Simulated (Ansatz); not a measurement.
**The equilibrium volume of BaZrO3, sorted by core time**

**What was measured.** The equilibrium volume of BaZrO3 (Pm-3m) is reported as 14.73 Å³/atom at 300 K (arxiv:cond-mat/0602127). The runs below try to reproduce it.

```cif
data_structure
_symmetry_space_group_name_H-M 'Pm-3m'
_symmetry_Int_Tables_number 221
_cell_length_a 4.1913
_cell_length_b 4.1913
_cell_length_c 4.1913
_cell_angle_alpha 90.000
_cell_angle_beta 90.000
_cell_angle_gamma 90.000
_cell_volume 73.63
loop_
_atom_site_label
_atom_site_type_symbol
_atom_site_symmetry_multiplicity
_atom_site_Wyckoff_symbol
_atom_site_fract_x
_atom_site_fract_y
_atom_site_fract_z
_atom_site_occupancy
Ba1 Ba 1 a 0.00000 0.00000 0.00000 1
Zr1 Zr 1 b 0.50000 0.50000 0.50000 1
O1 O 3 c 0.50000 0.50000 0.00000 1
```

| rung | level | program and potentials | cutoff (eV) | k mesh | smearing | task | core time | chip | equilibrium volume (Å³/atom) | miss | notes |
| --- | --- | --- | --- | --- | --- | --- | --- | --- | --- | --- | --- |
| GGA | RPBE | Ansatz, Ansatz PAW | 420 | 6 × 6 × 6 | fermi-dirac 0.05 | relaxation of cell and atoms | 11 s | Intel Xeon Platinum 8488C Sapphire Rapids | 15.47 | +5.0 % | potentials made for PBE, which Ansatz adapts in part |
| GGA + dispersion | PBEsol+D3(BJ) | Ansatz, Ansatz PAW | 420 | 6 × 6 × 6 | fermi-dirac 0.05 | relaxation of cell and atoms | 12 s | Intel Xeon Platinum 8375C Ice Lake | 14.36 | -2.5 % | potentials made for PBE, which Ansatz adapts in part |
| GGA | PBEsol | Ansatz, Ansatz PAW | 420 | 6 × 6 × 6 | fermi-dirac 0.05 | equation of state | 16 s | Intel Xeon | 14.61 | -0.8 % | potentials made for PBE, which Ansatz adapts in part |
| GGA | PBE | Ansatz, Ansatz PAW | 420 | 6 × 6 × 6 | fermi-dirac 0.05 | equation of state | 18 s | Intel Xeon | 15.11 | +2.6 % | - |
| GGA + U (8 eV) | PBEsol+U (Zr d U = 8 eV, fll (the default)) | Ansatz, Ansatz PAW | 420 | 6 × 6 × 6 | fermi-dirac 0.05 | relaxation of cell and atoms | 20 s | Intel Xeon | 15.03 | +2.0 % | potentials made for PBE, which Ansatz adapts in part |
| GGA + U (3 eV) | PBEsol+U (Zr d U = 3 eV, fll (the default)) | Ansatz, Ansatz PAW | 420 | 6 × 6 × 6 | fermi-dirac 0.05 | relaxation of cell and atoms | 23 s | Intel Xeon | 14.74 | +0.1 % | potentials made for PBE, which Ansatz adapts in part |
| GGA + U (6 eV) | PBEsol+U (Zr d U = 6 eV, fll (the default)) | Ansatz, Ansatz PAW | 420 | 6 × 6 × 6 | fermi-dirac 0.05 | relaxation of cell and atoms | 24 s | Intel Xeon | 14.90 | +1.2 % | potentials made for PBE, which Ansatz adapts in part |
| GGA + U (2 eV) | PBEsol+U (Zr d U = 2 eV, fll (the default)) | Ansatz, Ansatz PAW | 420 | 6 × 6 × 6 | fermi-dirac 0.05 | relaxation of cell and atoms | 25 s | Intel Xeon | 14.70 | -0.2 % | potentials made for PBE, which Ansatz adapts in part |
| meta-GGA | r2SCAN | Ansatz, Ansatz PAW | 500 | 6 × 6 × 6 | fermi-dirac 0.05 | equation of state | 28 s | Intel Xeon | 14.87 | +1.0 % | potentials made for PBE, which Ansatz adapts in part |

Times are single runs on shared hosts and different chips, so they are rough; meshes, cutoffs and the tasks' sizes weigh on the time. All rows: no spin polarisation. Smearing widths are in eV. Meshes are those of the run's cell of 5 atoms unless a note names another. Relaxations start from the cell shown or near it and stop with a little pressure left. Misses use the values as printed. Runs on faulty files, with rough fits or with known faults for this quantity aren't shown. No row holds spin-orbit coupling.

By rung: GGA 14.61 to 15.47; GGA + dispersion 14.36; GGA + U (8 eV) 15.03; GGA + U (3 eV) 14.74; GGA + U (6 eV) 14.90; GGA + U (2 eV) 14.70; meta-GGA 14.87 (Å³/atom). Measured: 14.73 Å³/atom at 300 K (arxiv:cond-mat/0602127). Closest is PBEsol+U with Ansatz, Ansatz PAW, with the U typed (+0.1 %), and PBE misses by +2.6 % on plain settings. The runs are for a static lattice, while measurements hold temperature and zero-point motion.

The spread among the semilocal functionals follows how strongly each favours density gradients: RPBE and PBE weaken the bonding and overexpand the lattice, while PBEsol, built to restore the gradient response of slowly varying densities, gives 14.61 Å³/atom. Adding dispersion to PBEsol contracts a cell that is already slightly small.

The volume grows with every increase in U, up to 15.03 Å³/atom at 8 eV. Zr is formally d-empty here, so U acts mainly on the d occupation that arises from covalent mixing with O p states. Penalising that admixture raises the d levels, weakens the Zr–O bonds and lengthens them.

The near-exact match at 3 eV is therefore probably a compensation of PBEsol's small underestimate, not evidence of strong correlation on Zr. Since zero-point and thermal expansion would normally enlarge the computed cells, plain PBEsol is likely closer to experiment than its miss suggests, whereas the match at 3 eV would turn into an overestimate. Agreement in volume alone doesn't validate a U for the band gap or lattice dynamics.
